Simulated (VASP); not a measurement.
# BN (gwk.c) (F-43m) in VASP: single point with PBE

Aim: the single point of BN (gwk.c) with PBE.

Everything below comes from runs of VASP 6.6.1. Logs are shortened: lines on timing, memory, paths and dates and some standing lists are left out, and cuts for length are marked.

**The experiment to reproduce.**

From a printed reference work, monograph, for a bulk crystal of BN at 300 K: band gap 6.4 eV (indirect).

The runs below are set against these values where they give the same quantity.

## Step 1: The cell of the first run

The structure is cubic, space group F-43m (No. 216). The conventional cell has a = 3.625 Å, b = 3.625 Å, c = 3.625 Å, α = 90.00°, β = 90.00°, γ = 90.00°. Within 2.1 Å of B (site symmetry -43m) lie 4 N at 1.57 Å. N (site symmetry -43m) has 4 B at 1.57 Å within 2.1 Å.

## Step 2: Single point, PBE

INCAR reads:

```
SYSTEM = BN
  PREC = Accurate
  ENCUT = 600
  EDIFF = 1E-6
  ISMEAR = 0
  SIGMA = 0.01
  LREAL = .FALSE.
  LASPH = .TRUE.
  NELM = 120
  ALGO = Normal
  ISIF = 2
  LWAVE = .FALSE.
  LCHARG = .FALSE.
  GGA = PE
  NBANDS = 11
  GGA_COMPAT = .FALSE.
```

KPOINTS reads:

```
regular mesh
0
G
  10 10 10
  0 0 0
```

POSCAR reads:

```
BN
1.0
    0.0000000000      1.8123266330      1.8123266330
    1.8123266330      0.0000000000      1.8123266330
    1.8123266330      1.8123266330      0.0000000000
B N
1 1
Direct
    0.0000000000      0.0000000000      0.0000000000
    0.2500000000      0.2500000000      0.2500000000
```

Potentials or basis: VASP PAW PBE potentials, release 64 (B, N).

Started as:

```sh
$ cat potpaw_PBE.64/B/POTCAR potpaw_PBE.64/N/POTCAR > POTCAR
$ mpirun -np 1 vasp_std > vasp.out
```

OUTCAR:

```text
SYSTEM = BN
   PREC = Accurate
   ENCUT = 600
   EDIFF = 1E-6
   ISMEAR = 0
   LREAL = .FALSE.
   LASPH = .TRUE.
   NELM = 120
   ISIF = 2
   GGA = PE

 ion  position               nearest neighbor table
   1  0.000  0.000  0.000-   2 1.57   2 1.57   2 1.57   2 1.57
   2  0.250  0.250  0.250-   1 1.57   1 1.57   1 1.57   1 1.57

  LATTYP: Found a face centered cubic cell.
 ALAT       =     3.6246532660

  Lattice vectors:

 A1 = (   0.0000000000,   1.8123266330,   1.8123266330)
 A2 = (   1.8123266330,   0.0000000000,   1.8123266330)
 A3 = (   1.8123266330,   1.8123266330,   0.0000000000)

Analysis of symmetry for initial positions (statically):
=====================================================================
 Subroutine PRICEL returns:
 Original cell was already a primitive cell.

 Routine SETGRP: Setting up the symmetry group for a
 face centered cubic supercell.

 Subroutine GETGRP returns: Found 24 space group operations
 (whereof 24 operations were pure point group operations)
 out of a pool of 48 trial point group operations.

The static configuration has the point symmetry T_d .

Analysis of symmetry for dynamics (positions and initial velocities):
=====================================================================
 Subroutine PRICEL returns:
 Original cell was already a primitive cell.

 Routine SETGRP: Setting up the symmetry group for a
 face centered cubic supercell.

 Subroutine GETGRP returns: Found 24 space group operations
 (whereof 24 operations were pure point group operations)
 out of a pool of 48 trial point group operations.

The dynamic configuration has the point symmetry T_d .

 Subroutine INISYM returns: Found 24 space group operations
 (whereof 24 operations are pure point group operations),
 and found     1 'primitive' translations

----------------------------------------------------------------------------------------

                                     Primitive cell

  volume of cell :      11.9053

  direct lattice vectors                    reciprocal lattice vectors
     0.000000000  1.812326633  1.812326633    -0.275888458  0.275888458  0.275888458
     1.812326633  0.000000000  1.812326633     0.275888458 -0.275888458  0.275888458
     1.812326633  1.812326633  0.000000000     0.275888458  0.275888458 -0.275888458

  length of vectors
     2.563016904  2.563016904  2.563016904     0.477852826  0.477852826  0.477852826

  position of ions in fractional coordinates (direct lattice)
     0.000000000  0.000000000  0.000000000
     0.250000000  0.250000000  0.250000000

  ion indices of the primitive-cell ions
   primitive index   ion index
                 1           1
                 2           2

----------------------------------------------------------------------------------------

 KPOINTS: regular mesh

Automatic generation of k-mesh.
 Grid dimensions read from file:
 generate k-points for:   10   10   10

 Generating k-lattice:

  Cartesian coordinates                     Fractional coordinates (reciprocal lattice)
    -0.027588846  0.027588846  0.027588846     0.100000000  0.000000000  0.000000000
     0.027588846 -0.027588846  0.027588846     0.000000000  0.100000000  0.000000000
     0.027588846  0.027588846 -0.027588846     0.000000000  0.000000000  0.100000000

  Length of vectors
     0.047785283  0.047785283  0.047785283

  Shift w.r.t. Gamma in fractional coordinates (k-lattice)
     0.000000000  0.000000000  0.000000000

 Subroutine IBZKPT returns following result:
 ===========================================

 Found     47 irreducible k-points:

 Following reciprocal coordinates:
            Coordinates               Weight
  0.000000  0.000000  0.000000      1.000000
  0.100000  0.000000  0.000000      8.000000
  0.200000  0.000000  0.000000      8.000000
  0.300000  0.000000  0.000000      8.000000
  0.400000  0.000000  0.000000      8.000000
  0.500000  0.000000  0.000000      4.000000
[... 16 lines left out ...]
  0.300000  0.300000  0.000000      6.000000
  0.400000  0.300000  0.000000     24.000000
 [... further k-points ...]
   k-points           NKPTS =     47   k-points in BZ     NKDIM =     47   number of bands    NBANDS=     11
   number of dos      NEDOS =    301   number of ions     NIONS =      2
   total plane-waves  NPLWV =   8000
   dimension x,y,z NGX =    20 NGY =   20 NGZ =   20
   dimension x,y,z NGXF=    40 NGYF=   40 NGZF=   40
   ions per type =               1   1
   NGX,Y,Z   is equivalent  to a cutoff of  12.97, 12.97, 12.97 a.u.
   NGXF,Y,Z  is equivalent  to a cutoff of  25.95, 25.95, 25.95 a.u.
 SYSTEM =  BN
   PREC   = accura    normal or accurate (medium, high low for compatibility)
   ISTART =      0    job   : 0-new  1-cont  2-samecut
   ICHARG =      2    charge: 1-file 2-atom 10-const
   ISPIN  =      1    spin polarized calculation?
   LNONCOLLINEAR =      F non collinear calculations
   LSORBIT =      F    spin-orbit coupling
   LASPH  =      T    aspherical Exc in radial PAW
   ENCUT  =  600.0 eV  44.10 Ry    6.64 a.u.   5.12  5.12  5.12*2*pi/ulx,y,z
   NELM   =    120;   NELMIN=  2; NELMDL= -5     # of ELM steps
   EDIFF  = 0.1E-05   stopping-criterion for ELM
   LREAL  =      F    real-space projection
   EDIFFG = 0.1E-04   stopping-criterion for IOM
   NSW    =      0    number of steps for IOM
   IBRION =     -1    ionic relax: 0-MD 1-quasi-New 2-CG
   NFREE  =      0    steps in history (QN), initial steepest desc. (CG)
   ISIF   =      2    stress and relaxation
   ISYM   =      2    0-nonsym 1-usesym 2-fastsym
   POTIM  = 0.5000    time-step for ionic-motion
   TEBEG  =    0.0;   TEEND  =   0.0 temperature during run
   PSTRESS=    0.0 pullay stress
   NELECT =       8.0000    total number of electrons
   NUPDOWN=      -1.0000    fix difference up-down
   EMIN   =  10.00;   EMAX   =-10.00  energy-range for DOS
   EFERMI =   0.00;   METHOD = LEGACY
   ISMEAR =     0;   SIGMA  =   0.01  broadening in eV -4-tet -1-fermi 0-gaus
   EFERMI_NEDOS =   21; number of points for ismear=-14 and -15
   IALGO  =     38    algorithm
   IMIX   =      4    mixing-type and parameters
     AMIX     =   0.40;   BMIX     =  1.00
     AMIX_MAG =   1.60;   BMIX_MAG =  1.00
  volume/ion in A,a.u.               =       5.95        40.17
  Fermi-wavevector in a.u.,A,eV,Ry     =   1.433920  2.709717 27.975313  2.056128
  Thomas-Fermi vector in A             =   2.553386
   LORBIT       =      0    0 simple, 1 ext, 2 COOP (PROOUT), +10 PAW based schemes
   GGA     = PE    functional components
   LHFCALC =     F    Hartree Fock is set to
   AEXX    =    0.0000 exact exchange contribution
   IVDW    =     0    specifies the selected vdW correction
   LEPSILON=     F    determine dielectric tensor
   LRPA    =     F    only Hartree local field effects (RPA)
 non-spin polarized calculation
 Gauss-broadening in eV      SIGMA  =   0.01
  energy-cutoff  :      600.00
  volume of cell :       11.91
 maximum number of plane-waves:       411
   NGX = 11   NGY = 11   NGZ = 11

 number of electron       7.9999999 magnetization

 Free energy of the ion-electron system (eV)
  ---------------------------------------------------
  ext. energy  EPLUGINS =         0.00000000
  ---------------------------------------------------
  free energy    TOTEN  =       -17.45461935 eV

  energy without entropy =      -17.45461935  energy(sigma->0) =      -17.45461935

 E-fermi :   7.4980     XC(G=0): -12.7827

 val. band max:        7.3043389327   @ k =   0.0000   0.0000   0.0000
 cond. band min:      11.7552958166   @ k =   0.5000   0.5000   0.0000
 fundamental gap:      4.4509568840
 Fermi energy:         7.4980378170

 k-point     1 :       0.0000    0.0000    0.0000
  band No.  band energies     occupation
      1     -12.8358      2.00000
      2       7.3043      2.00000
      3       7.3043      2.00000
      4       7.3043      2.00000
      5      16.0860      0.00000
      6      16.0860      0.00000
      7      16.0860      0.00000
      8      17.5245      0.00000
      9      31.9067      0.00000
     10      34.9734      0.00000
     11      34.9734      0.00000

 k-point     2 :       0.1000    0.0000    0.0000
  band No.  band energies     occupation
      1     -12.5942      2.00000
      2       6.0414      2.00000
      3       7.0528      2.00000
      4       7.0528      2.00000
      5      16.3439      0.00000
      6      16.4669      0.00000
      7      16.4669      0.00000
      8      18.3264      0.00000
      9      31.6373      0.00000
     10      32.3894      0.00000
     11      32.3894      0.00000

 k-point     3 :       0.2000    0.0000    0.0000
  band No.  band energies     occupation
      1     -11.8837      2.00000
      2       3.3415      2.00000
      3       6.4865      2.00000
      4       6.4865      2.00000
      5      16.6964      0.00000
      6      17.2559      0.00000
      7      17.2559      0.00000
      8      19.9968      0.00000
      9      30.9236      0.00000
     10      30.9236      0.00000
     11      30.9557      0.00000

 k-point     4 :       0.3000    0.0000    0.0000
  band No.  band energies     occupation
      1     -10.7619      2.00000
      2       0.4035      2.00000
      3       5.9128      2.00000
      4       5.9128      2.00000
      5      17.0255      0.00000
      6      17.8213      0.00000
      7      17.8213      0.00000
      8      21.4053      0.00000
      9      30.4693      0.00000
     10      31.1700      0.00000
     11      31.1700      0.00000
[... 239 lines left out ...]
 k-point    22 :      -0.2000    0.2000    0.0000
  band No.  band energies     occupation
      1     -10.3909      2.00000
      2       1.1756      2.00000
      3       3.0676      2.00000
      4       6.0181      2.00000
      5      17.8044      0.00000
      6      18.2161      0.00000
      7      18.7196      0.00000
      8      20.9195      0.00000
      9      28.5574      0.00000
     10      29.5592      0.00000
     11      33.9266      0.00000

 k-point    23 :       0.3000    0.3000    0.0000
  band No.  band energies     occupation
      1     -10.0864      2.00000
      2       2.0993      2.00000
      3       3.6715      2.00000
      4       3.6715      2.00000
      5      13.4180      0.00000
      6      18.0336      0.00000
      7      21.9443      0.00000
      8      21.9443      0.00000
      9      25.9507      0.00000
     10      34.5112      0.00000
     11      39.0509      0.00000

 k-point    24 :       0.4000    0.3000    0.0000
  band No.  band energies     occupation
      1      -9.0908      2.00000
      2       0.5590      2.00000
      3       2.8277      2.00000
      4       3.2651      2.00000
      5      13.3811      0.00000
      6      17.8892      0.00000
      7      22.6789      0.00000
      8      22.7829      0.00000
      9      26.8901      0.00000
     10      34.2224      0.00000
     11      38.9633      0.00000

 [... further k-points ...]

------------------------ aborting loop because EDIFF is reached ----------------------------------------

  FORCE on cell =-STRESS in cart. coord.  units (eV):
  Direction    XX          YY          ZZ          XY          YZ          ZX
  --------------------------------------------------------------------------------------
  -------------------------------------------------------------------------------------
  Total       -0.0015274     -0.0015274     -0.0015274      0.0000000      0.0000000     -0.0000000
  in kB       -0.2055569     -0.2055569     -0.2055569      0.0000000      0.0000000     -0.0000000
  external PRESSURE =      -0.2055569 kB  Pullay stress =       0.0000000 kB

 VOLUME and BASIS-vectors are now :
 -----------------------------------------------------------------------------
  energy-cutoff  :      600.00
  volume of cell :       11.91
      direct lattice vectors                 reciprocal lattice vectors
     0.000000000  1.812326633  1.812326633    -0.275888458  0.275888458  0.275888458
     1.812326633  0.000000000  1.812326633     0.275888458 -0.275888458  0.275888458
     1.812326633  1.812326633  0.000000000     0.275888458  0.275888458 -0.275888458

 POSITION                                       TOTAL-FORCE (eV/Angst)
 -----------------------------------------------------------------------------------
      0.00000      0.00000      0.00000        -0.000000     -0.000000     -0.000000
      0.90616      0.90616      0.90616         0.000000      0.000000      0.000000
 -----------------------------------------------------------------------------------
    total drift:                                0.000000      0.000000      0.000000

  FREE ENERGIE OF THE ION-ELECTRON SYSTEM (eV)
  ---------------------------------------------------
  free  energy   TOTEN  =       -17.4546193465 eV

  energy  without entropy=      -17.4546193465  energy(sigma->0) =      -17.45461935
```

Wall time 6.4 s (1 thread of Intel Xeon 6975P-C (Granite Rapids), shared host); peak memory 0.11 GiB.

Results:

| Property | Result |
| --- | --- |
| Free energy | -17.4546 eV |
| Pressure | 0.0 GPa |
| Band gap on the k mesh | 4.45 eV, indirect (least direct gap 8.78 eV) |

## Step 3: Against experiment

Step 2. A measured gap of BN is 6.4 eV (indirect; 300 K; a printed reference work, monograph); the calculated 4.45 eV misses it by -1.95 eV. The value is that of PBE on a finite k mesh, which can miss the band edges, without temperature or zero-point motion. Semilocal functionals fall short of measured gaps as a rule.
